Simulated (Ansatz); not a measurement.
# 1T-SiSTe bilayer (AA) in a perpendicular field, part 2 of 4

What dipole does a perpendicular field induce in the 1T-SiSTe bilayer (AA)? A positive field points along +c.

Ansatz 0.2.0; plane-wave DFT, PBE-D3(BJ), Ansatz PAW (the session's first sound run).

So far. Step 2 (Relaxing the slab): The lattice constant a goes from 3.361 to 3.486 Å.

## Step 3: Single point, field 0

A sawtooth potential applies the field, turning back in the middle of the vacuum. With the dipole correction the typed value is the field outside the slab. The induced dipole is small, so the SCF threshold is tight.

The cell differs from the one that the last finished run ended in (c 46.560 → 27.279 Å).

The input, input.yaml:

```yaml
crystal:
  lattice:
    - [3.4862723409, 0.0, 0.0]
    - [-1.7431361705, 3.0192004117, 0.0]
    - [0.0, 0.0, 27.2790333455]
  atoms:
    - { symbol: Te, position: [0.6666666667, 0.3333333333, 0.3299237142] }
    - { symbol: Si, position: [0.0, 0.0, 0.3946038136] }
    - { symbol: S, position: [0.3333333333, 0.6666666667, 0.4403492174] }
    - { symbol: Te, position: [0.6666666667, 0.3333333333, 0.5592154249] }
    - { symbol: Si, position: [0.0, 0.0, 0.624261049] }
    - { symbol: S, position: [0.3333333333, 0.6666666667, 0.6700762858] }
kpoints:
  mp_grid: { grid: [18, 18, 1] }
  band_path:
    path: [[0, 0, 0], [0.5, 0, 0], [0.33333333, 0.33333333, 0], [0, 0, 0]]
    npoints: 16
hamiltonian:
  xc: pbe
  dispersion: d3bj
scf:
  occupations: { method: fermi_dirac, width: 0.05 }
  convergence: { dr2_threshold: 1.0e-10 }
efield:
  axis: 3
  dipole_correction: true
  ramp_position: 0.97
  ramp_width: 0.06
  amplitude: 0
output:
  dos: { projected: true, e_range: [-6, 5] }
  bader: true
  write_potential: true
  write_density: true
  volumetric_format: npy
  elf: true
```

Run with:

```console
ansatz run input.yaml --threads 4 --pin off --max-ram 6144MiB --backend cpu --events-out ev --progress --plain --runs-dir out
```

Numbers of over 12 decimals in the logs are rounded to 6 here.

The log of the run:

```text
[...]
Crystal: 6 atoms, lattice volume = 287.132 Å³
Basis set: ecut = 420 eV, 5569 PW (Γ)
Bands: 32, of which v1, the nominal top of the filled ones, is band 26 counted from 1 (25 counted from 0)
Symmetry: 6 space group operations
[...]
k-points: 37 of 324 (time reversal used)
[...]
SCF iter   1: F=—  HF=-17038.336413 eV  |F-HF|=—  |Δ(HF+E_count)|=         —  Δρ=1.95e-3  dr2=8.91e-2  ethr=1.77e-3  p=-0.069 e·Å  D=-4.33e-2 V/Å  ΔV_dip=1.18 eV  dr2_dipole=2.04e-2  V_vac-E_F(+/−)=5.10/3.92 eV  ⟨swp⟩=11.4  Hψ=7157  notcnv=0
efield: sawtooth ramp at fractional position 0.9700 (set: `efield.ramp_position`, or a place that a band, a saddle search or an elastic batch's reference lends), width 0.0600; the density the first Hamiltonian is built on has a dipole p = -0.069 e·Å; the dipole correction subtracts the counter field D = -4.33e-2 V/Å, which shifts the + side's vacuum level by +1.18 eV against the − side's; the planar-averaged density in the ramp window peaks in size at 1.1e-5 e/Å³
[...]
SCF iter   2: F=—  HF=-17038.335225 eV  |F-HF|=—  |Δ(HF+E_count)|=   1.19e-3  Δρ=1.11e-3  dr2=1.64e-2  ethr=1.71e-4  p=-0.044 e·Å  D=-2.75e-2 V/Å  ΔV_dip=0.75 eV  dr2_dipole=6.53e-5  V_vac-E_F(+/−)=5.09/4.34 eV  ⟨swp⟩=3.4  Hψ=2314  notcnv=0  defer=15
[...]
SCF iter  10: F=-17038.332851 eV  HF=-17038.332851 eV  |F-HF|=3.64e-12  |Δ(HF+E_count)|=  1.82e-11  Δρ=3.74e-8  dr2=1.59e-11  ethr=1.00e-12  p=-0.044 e·Å  D=-2.80e-2 V/Å  ΔV_dip=0.76 eV  dr2_dipole=5.06e-12  V_vac-E_F(+/−)=5.02/4.26 eV  ⟨swp⟩=5.8  Hψ=3101  notcnv=0
SCF 1 converged in 10 iterations: F = -17038.332851 eV  dr2 = 1.59e-11
[...]
NSCF: frozen V_eff on 49 k-points
efield: sawtooth ramp at fractional position 0.9700 (kept from the solve that this one continues, or follows in the run), width 0.0600; the density the first Hamiltonian is built on has a dipole p = -0.044 e·Å; the dipole correction subtracts the counter field D = -2.80e-2 V/Å, which shifts the + side's vacuum level by +0.76 eV against the − side's; the planar-averaged density in the ramp window peaks in size at 5.2e-6 e/Å³
[...]
SCF converged after 10 iterations
Free energy (F): -17038.332851 eV
[...]
Internal energy: -17038.316316 eV  (E = F + TS)
E sigma→0 (E₀):  -17038.324583 eV
Entropy (-TS):   -0.016536 eV (-2.756 meV/atom)
Fermi energy:    1.631811 eV
Dipole field:    D = -0.028005 V/Å  (p = -0.044438 e·Å, saw-weighted, corrected)
Work function:   Φ+ = 5.0217 eV   Φ− = 4.2577 eV
Levels:          The Fermi level and band energies are counted from a zero that moves with the ramp; work functions are not
[...]
--- Band table (eV; the first three rows and the last of 37) ---
  k-point 0: bands = [... 22 lower, 2.1329, 2.1329, 2.2199, 2.2199, 2.5027, 2.8951, 4.8285, 5.0430, ... 2 higher]
  k-point 1: bands = [... 22 lower, 1.7210, 1.8252, 2.0989, 2.1844, 2.7930, 3.1171, 4.8593, 4.9767, ... 2 higher]
  k-point 2: bands = [... 22 lower, 0.8849, 0.9932, 1.9805, 2.0689, 3.2133, 3.4062, 4.6565, 4.8479, ... 2 higher]
  k-point 36: bands = [... 22 lower, -1.2784, -0.7197, -0.5506, -0.0331, 1.8005, 2.3423, 4.9855, 5.7317, ... 2 higher]
--- Bader charges: 6 sites ---
  site symbol  charge [e]  shift [e]
     0     Te     -0.3129     0.0019
     1     Si      1.3456     0.0080
     2      S     -1.0722     0.0099
     3     Te     -0.2662     0.0020
     4     Si      1.3520     0.0081
     5      S     -1.0463     0.0101
  estimated error of the sums over rays = 6.7e-4 e
```

Run time: 19 s. Hardware: 4 threads of Intel Xeon Platinum 8488C (Sapphire Rapids), shared host; peak memory 0.83 GiB.

The column dr2 measures how far the density is from self-consistency, as an energy; F and HF (Harris–Foulkes) agree once it is small.

This step gave:

| Quantity | Value |
| --- | --- |
| energy at zero smearing | -17038.3246 eV |
| work function, upper face | 5.022 eV |
| work function, lower face | 4.258 eV |
| dipole along the normal | -0.04444 e·Å |
| step between the vacuum levels | 0.7640 eV |

Running mean over a fixed 2.7 Å (it still follows the layers) of the planar mean; the ramp of the sawtooth is left out. The electron's electrostatic potential energy less the Fermi level by z:

```tsv
z (Å)	electron's electrostatic potential energy less the Fermi level (eV)
3.5	4.26
4.0	4.26
4.5	4.26
5.0	4.25
5.5	4.24
6.0	4.17
6.5	3.91
7.0	2.89
7.5	1.59
8.0	0.611
8.5	-0.988
9.0	-2.58
9.5	-4.51
10.0	-5.65
10.5	-6.96
11.0	-7.61
11.5	-7.12
12.0	-5.12
12.5	-2.57
13.0	-0.780
13.5	0.0636
14.0	0.683
14.5	-0.129
15.0	-1.65
15.5	-3.46
16.0	-5.05
16.5	-6.14
17.0	-7.33
17.5	-7.42
18.0	-6.22
18.5	-3.64
19.0	-1.05
19.5	1.35
20.0	3.50
20.5	4.67
21.0	4.95
21.5	5.01
22.0	5.02
22.5	5.02
23.0	5.02
23.5	5.02
24.0	5.02
```

The density of states has structure finer than the step of the table below, so its rows give means over 0.2 eV, whole bins alone (the curve runs from -6 to 1.99 eV). Peaks (eV: height): -4.10: 7.21, -3.71: 5.16, -2.94: 5.50, -2.42: 11.2, -2.06: 13.7, -1.67: 8.43, 0.42: 4.46.

Density of states against energy, zero at the Fermi level; means over each step:

```tsv
energy (eV)	density of states (states/eV a cell)
-5.8	1.82
-5.6	2.35
-5.4	2.74
-5.2	2.74
-5.0	3.08
-4.8	2.97
-4.6	3.02
-4.4	3.82
-4.2	5.08
-4.0	4.14
-3.8	4.32
-3.6	3.20
-3.4	2.18
-3.2	2.16
-3.0	3.92
-2.8	2.35
-2.6	3.23
-2.4	6.54
-2.2	3.21
-2.0	5.27
-1.8	3.89
-1.6	3.97
-1.4	2.18
-1.2	2.11
-1.0	2.19
-0.8	1.95
-0.6	1.77
-0.4	1.92
-0.2	2.05
0.0	2.05
0.2	2.52
0.4	3.25
0.6	2.35
0.8	2.56
1.0	1.76
1.2	1.64
1.4	1.70
1.6	2.01
1.8	1.32
```

Projected DOS per atom over height of the atomic layer and energy from the Fermi level. Layers: Te Si S Te Si S from below.

Ten even steps from '0' (0.06 states/eV) to '9' (1.30 states/eV), each cell a mean:
```
000011
121121
121121
221231
432431
321311
310310
400400
501501
502602
805905
805906
916716
516315
114114
225338
338349
338335
225225
225225
224223
212222
```
Columns: height of the atomic layer (Å) from 9 to 18.3 (not evenly spaced); rows upwards: energy from the Fermi level (eV) from -5.96 to 1.96.

The electronic bands at the labelled points (eV, zero at the Fermi level):

```tsv
point	band 23	band 24	band 25	band 26	band 27	band 28	band 29	band 30
Γ	0.50	0.50	0.59	0.59	0.87	1.26	3.20	3.41
halfway	-2.57	-1.79	-0.26	-0.13	0.69	0.95	3.16	3.57
M	-2.47	-2.11	-0.95	-0.82	-0.81	-0.52	2.58	2.74
halfway	-2.53	-2.30	-2.10	-1.84	0.41	0.49	3.42	3.47
K	-2.91	-2.35	-2.18	-1.66	0.17	0.71	3.35	4.10
halfway	-2.48	-2.11	-1.33	-1.11	1.53	1.63	3.33	3.49
Γ	0.50	0.50	0.59	0.59	0.87	1.26	3.20	3.41
```

Electrostatic potential energy in the ca plane at fractional y = 0.000, with atoms of Si within 0.2 Å of it. With pseudopotentials it is smooth inside the atoms' cores, unlike the true potential.

Values in eV, 5 rows by 16 columns, each cell a mean:
```
  6   6   6   6   5   3  -6 -39  -8   5   5   4   0 -34 -19   4
  6   6   6   6   4  -3  -1  -3   0   4   5  -1  -3  -3  -1   2
  6   6   6   6   3 -10  -3   2  -1   2   5  -6  -7   2   0   0
  6   6   6   6   4  -1  -1 -11  -1   4   5   1  -1  -9  -4   3
  6   6   6   6   5   4  -9 -45 -11   5   5   4  -1 -40 -24   4
```
Columns run along c (16.0 Å, from fractional 0.12 to 0.71 of the cell; values clipped at the 3rd and 97th percentile), rows up along a (3.5 Å). Atoms in or near the plane, at fractional coordinates: Si at (0.39, 0.00), Si at (0.62, 0.00).

Valence density in the ca plane at fractional y = 0.000, with atoms of Si within 0.2 Å of it. It is the smooth field of the valence electrons, not physical close to the nuclei.

Ten even steps from '0' (0.00 e/Å³) to '9' (0.53 e/Å³), each cell a mean:
```
00000000000000123575235421000001124663355210
00000000000001234567666431000012345676675321
00000000000012466555556643100124566555566532
00000000000024798643346774210136897533357753
00000000000024799643236775211136997532357863
00000000000013577654446664210135776544456642
00000000000012345566666532100013455566665421
00000000000001123576456421000011234675565310
00000000000000112564125420000001124652144210
```
Columns run along c (16.0 Å, from fractional 0.12 to 0.71 of the cell), rows up along a (3.5 Å). Atoms in or near the plane, at fractional coordinates: Si at (0.39, 0.00), Si at (0.62, 0.00).

ELF in the ca plane at fractional y = 0.000, with atoms of Si within 0.2 Å of it. It is the smooth field of the valence electrons, not physical close to the nuclei.

Ten even steps from '0' (0.00) to '9' (0.75), each cell a mean:
```
00000000000000000011247644563100000011377444
00000000000000001344468976875310002344579768
00000000000000125777778766888752015777777667
00000000000000247987666433689984027876675335
00000000000000258987666423689984027876664225
00000000000000136887777645789873026877776446
00000000000000013566678877886531013566688878
00000000000000000122358854774100001123478646
00000000000000000000147555353100000001366463
```
Columns run along c (16.0 Å, from fractional 0.07 to 0.66 of the cell), rows up along a (3.5 Å). Atoms in or near the plane, at fractional coordinates: Si at (0.39, 0.00), Si at (0.62, 0.00).

The work function of the upper face is 5.02 eV.

## Step 4: Single point, field 0.05 V/Å

Changes to input.yaml since step 3:

```diff
@@ -28,6 +28,4 @@
   ramp_width: 0.06
-  amplitude: 0
+  amplitude: 0.05
 output:
-  dos: { projected: true, e_range: [-6, 5] }
-  bader: true
   write_potential: true
@@ -35,2 +33 @@
   volumetric_format: npy
-  elf: true
```

The log of the run:

```text
[...]
Crystal: 6 atoms, lattice volume = 287.132 Å³
Basis set: ecut = 420 eV, 5569 PW (Γ)
Bands: 32, of which v1, the nominal top of the filled ones, is band 26 counted from 1 (25 counted from 0)
Symmetry: 6 space group operations
[...]
k-points: 37 of 324 (time reversal used)
[...]
k-point 0: bands = [... 22 lower, 2.1242, 2.1242, 2.2149, 2.2149, 2.4953, 2.8922, 4.7706, 5.0356, ... 2 higher]
  k-point 1: bands = [... 22 lower, 1.7122, 1.8201, 2.0901, 2.1795, 2.7853, 3.1143, 4.8192, 4.9538, ... 2 higher]
  k-point 2: bands = [... 22 lower, 0.8759, 0.9884, 1.9717, 2.0640, 3.2040, 3.4039, 4.6376, 4.8468, ... 2 higher]
  k-point 36: bands = [... 22 lower, -1.2842, -0.7229, -0.5588, -0.0403, 1.7934, 2.3363, 4.9766, 5.7265, ... 2 higher]
[key lines of the parts left out:]
SCF converged after 11 iterations
Free energy (F): -17038.331468 eV
Fermi energy:    1.625207 eV
Dipole field:    D = -0.006863 V/Å  (p = -0.010891 e·Å, saw-weighted, corrected)
```

The job ended after 10 s (4 threads; peak memory 0.81 GiB; 40 s of CPU time).

The dipole is -0.0109 e·Å, 0.0335 e·Å from its value without field.

## Step 5: Atoms held, field -0.05 V/Å

Changes to input.yaml since step 4:

```diff
@@ -28,3 +28,3 @@
   ramp_width: 0.06
-  amplitude: 0.05
+  amplitude: -0.05
 output:
```

The log of the run:

```text
[...]
Crystal: 6 atoms, lattice volume = 287.132 Å³
Basis set: ecut = 420 eV, 5569 PW (Γ)
Bands: 32, of which v1, the nominal top of the filled ones, is band 26 counted from 1 (25 counted from 0)
Symmetry: 6 space group operations
[...]
k-points: 37 of 324 (time reversal used)
[...]
k-point 0: bands = [... 22 lower, 2.1415, 2.1415, 2.2247, 2.2247, 2.5097, 2.8979, 4.8808, 5.0500, ... 2 higher]
  k-point 1: bands = [... 22 lower, 1.7297, 1.8300, 2.1075, 2.1891, 2.8003, 3.1198, 4.8869, 4.9997, ... 2 higher]
  k-point 2: bands = [... 22 lower, 0.8938, 0.9978, 1.9891, 2.0736, 3.2222, 3.4084, 4.6730, 4.8488, ... 2 higher]
  k-point 36: bands = [... 22 lower, -1.2727, -0.7167, -0.5426, -0.0260, 1.8074, 2.3482, 4.9941, 5.7367, ... 2 higher]
[key lines of the parts left out:]
SCF converged after 11 iterations
Free energy (F): -17038.335911 eV
Fermi energy:    1.638195 eV
Dipole field:    D = -0.049136 V/Å  (p = -0.077969 e·Å, saw-weighted, corrected)
```

Run time: 10 s. Hardware: 4 threads; peak memory 0.81 GiB; 40 s of CPU time.

The dipole is -0.0780 e·Å, -0.0335 e·Å from its value without field.

## Step 6: Single point, field 0.1 V/Å

Changes to input.yaml since step 5:

```diff
@@ -28,3 +28,3 @@
   ramp_width: 0.06
-  amplitude: -0.05
+  amplitude: 0.1
 output:
```

The log of the run:

```text
[...]
Crystal: 6 atoms, lattice volume = 287.132 Å³
Basis set: ecut = 420 eV, 5569 PW (Γ)
Bands: 32, of which v1, the nominal top of the filled ones, is band 26 counted from 1 (25 counted from 0)
Symmetry: 6 space group operations
[...]
k-points: 37 of 324 (time reversal used)
[...]
k-point 0: bands = [... 22 lower, 2.1152, 2.1152, 2.2098, 2.2098, 2.4875, 2.8892, 4.7058, 5.0280, ... 2 higher]
  k-point 1: bands = [... 22 lower, 1.7031, 1.8149, 2.0811, 2.1744, 2.7771, 3.1113, 4.7649, 4.9343, ... 2 higher]
  k-point 2: bands = [... 22 lower, 0.8666, 0.9834, 1.9628, 2.0589, 3.1942, 3.4015, 4.6154, 4.8452, ... 2 higher]
  k-point 36: bands = [... 22 lower, -1.2904, -0.7262, -0.5674, -0.0477, 1.7860, 2.3301, 4.9674, 5.7209, ... 2 higher]
[key lines of the parts left out:]
SCF converged after 11 iterations
Free energy (F): -17038.331762 eV
Fermi energy:    1.618386 eV
Dipole field:    D = 0.014281 V/Å  (p = 0.022661 e·Å, saw-weighted, corrected)
```

The job ended after 11 s (4 threads; peak memory 0.81 GiB).

The dipole is 0.0227 e·Å, 0.0671 e·Å from its value without field.

## Step 7: Single point, field 0.2 V/Å

Changes to input.yaml since step 6:

```diff
@@ -28,3 +28,3 @@
   ramp_width: 0.06
-  amplitude: 0.1
+  amplitude: 0.2
 output:
```

The log of the run:

```text
[...]
Crystal: 6 atoms, lattice volume = 287.132 Å³
Basis set: ecut = 420 eV, 5569 PW (Γ)
Bands: 32, of which v1, the nominal top of the filled ones, is band 26 counted from 1 (25 counted from 0)
Symmetry: 6 space group operations
[...]
k-points: 37 of 324 (time reversal used)
[...]
k-point 0: bands = [... 22 lower, 2.0968, 2.0968, 2.1988, 2.1988, 2.4708, 2.8826, 4.5487, 5.0121, ... 2 higher]
  k-point 1: bands = [... 22 lower, 1.6843, 1.8039, 2.0626, 2.1636, 2.7596, 3.1050, 4.6138, 4.9035, ... 2 higher]
  k-point 2: bands = [... 22 lower, 0.8476, 0.9727, 1.9442, 2.0481, 3.1734, 3.3962, 4.5542, 4.8411, ... 2 higher]
  k-point 36: bands = [... 22 lower, -1.3033, -0.7331, -0.5852, -0.0627, 1.7706, 2.3173, 4.9483, 5.7088, ... 2 higher]
[key lines of the parts left out:]
SCF converged after 11 iterations
Free energy (F): -17038.337384 eV
Fermi energy:    1.604104 eV
Dipole field:    D = 0.056588 V/Å  (p = 0.089793 e·Å, saw-weighted, corrected)
```

The job ended after 10 s (4 threads; peak memory 0.82 GiB).

The dipole is 0.0898 e·Å, 0.134 e·Å from its value without field.

## Step 8: Atoms held, field 0.3 V/Å

Changes to input.yaml since step 7:

```diff
@@ -28,4 +28,6 @@
   ramp_width: 0.06
-  amplitude: 0.2
+  amplitude: 0.3
 output:
+  dos: { projected: true, e_range: [-6, 5] }
+  bader: true
   write_potential: true
@@ -33 +35,2 @@
   volumetric_format: npy
+  elf: true
```

The log of the run:

```text
[...]
Crystal: 6 atoms, lattice volume = 287.132 Å³
Basis set: ecut = 420 eV, 5569 PW (Γ)
Bands: 32, of which v1, the nominal top of the filled ones, is band 26 counted from 1 (25 counted from 0)
Symmetry: 6 space group operations
[...]
k-points: 37 of 324 (time reversal used)
[...]
k-point 36: bands = [... 22 lower, -1.3173, -0.7405, -0.6040, -0.0782, 1.7541, 2.3040, 4.9281, 5.6953, ... 2 higher]
--- Bader charges: 6 sites ---
  site symbol  charge [e]  shift [e]
     0     Te     -0.3304     0.0019
     1     Si      1.3449     0.0079
     2      S     -1.0702     0.0098
     3     Te     -0.2676     0.0021
     4     Si      1.3567     0.0081
     5      S     -1.0333     0.0102
  estimated error of the sums over rays = 6.6e-4 e
[key lines of the parts left out:]
SCF converged after 11 iterations
Free energy (F): -17038.349722 eV
Fermi energy:    1.588971 eV
Dipole field:    D = 0.098929 V/Å  (p = 0.156979 e·Å, saw-weighted, corrected)
```

Run time: 20 s. Hardware: 4 threads; peak memory 0.81 GiB; 78 s of CPU time.

The dipole is 0.157 e·Å, 0.201 e·Å from its value without field.

## Step 9: Response, atoms held

This step: plane-wave DFT, PBE-D3(BJ), Ansatz PAW; response to a field along the normal, atoms held (Ansatz 0.2.0).

The dipoles give the slope, and the difference of two potentials shows where the field is screened.

This step gave:

* equivalent conductor thickness p/(ε₀AE): 11.53 Å
* distance between the outer atoms: 9.279 Å

Table of dipole of the cell by applied field:

```tsv
applied field (V/Å)	dipole of the cell (e·Å)
-0.050	-0.0780
0.000	-0.0444
0.050	-0.0109
0.100	0.0227
0.200	0.0898
0.300	0.157
```

Local field over the applied field, running mean. From the potentials at -0.05 and 0.05 V/Å; running mean over 2.5 Å. Table of local field over applied field by z:

z (Å), local field over applied field and a bar:
```
        5      0.992 ##############################
        6      0.941 ############################
        7      0.722 ######################
        8      0.375 ###########
        9      0.087 ###
       10      0.010 
       11      0.004 
       12      0.012 
       13      0.021 #
       14      0.017 
       15      0.001 
       16      0.020 #
       17      0.037 #
       18      0.129 ####
       19      0.405 ############
       20      0.751 #######################
       21      0.952 #############################
       22      0.994 ##############################
       23      0.999 ##############################
```

Electrons, planar mean, per unit field. Induced electron density against z:

```tsv
z (Å)	induced electron density (e/Å³ per V/Å)
4.5	1.2e-5
5.0	3.6e-5
5.5	1.1e-4
6.0	2.9e-4
6.5	7.5e-4
7.0	0.00175
7.5	0.00316
8.0	0.00308
8.5	0.00101
9.0	7.0e-4
9.5	5.2e-4
10.0	-3.5e-4
10.5	-4.0e-4
11.0	3.1e-4
11.5	3.4e-5
12.0	4.1e-5
12.5	-2.1e-4
13.0	-2.9e-4
13.5	2.7e-5
14.0	3.6e-4
14.5	2.4e-4
15.0	-1.1e-4
15.5	5.8e-6
16.0	-8.8e-5
16.5	-8.1e-4
17.0	1.8e-4
17.5	6.3e-4
18.0	-9.4e-4
18.5	-0.00136
19.0	-0.00310
19.5	-0.00307
20.0	-0.00157
20.5	-6.3e-4
21.0	-2.2e-4
21.5	-7.4e-5
22.0	-2.3e-5
22.5	-7.0e-6
23.0	-2.0e-6
```

By hand: between -0.05 and 0.05 V/Å the dipole changes by 0.06708 e·Å, a slope of 0.6708 e·Å²/V. A perfect conductor of thickness t has p = ε₀AEt, so t = 180.95 × 0.6708 / 10.526 = 11.53 Å (e/ε₀ = 180.95 V·Å, A in Å²).

The induced dipole is that of a conductor 11.53 Å thick.

[end of part 2 of 4]

[Logs are printed without paths, hosts, clocks, repeated set-up lines and the standing remarks that a program may print on its own settings, such as how far it seeks lower states.]

[Hosts, paths, dates, database ids (printed as entryN), source tags and the programs' standing remarks are cut or masked in the printed files.]

[Maps of the electrostatic potential energy from Ansatz leave out the sawtooth potential of an applied field or a dipole correction, so their vacuum need not be flat; planar profiles and work functions include it.]

[The density of states shown here was stored with 400 of the rows of the run's finer table, so its peaks can read low, often by over a quarter, or be missed, and its means over a window can be off by a tenth or more.]
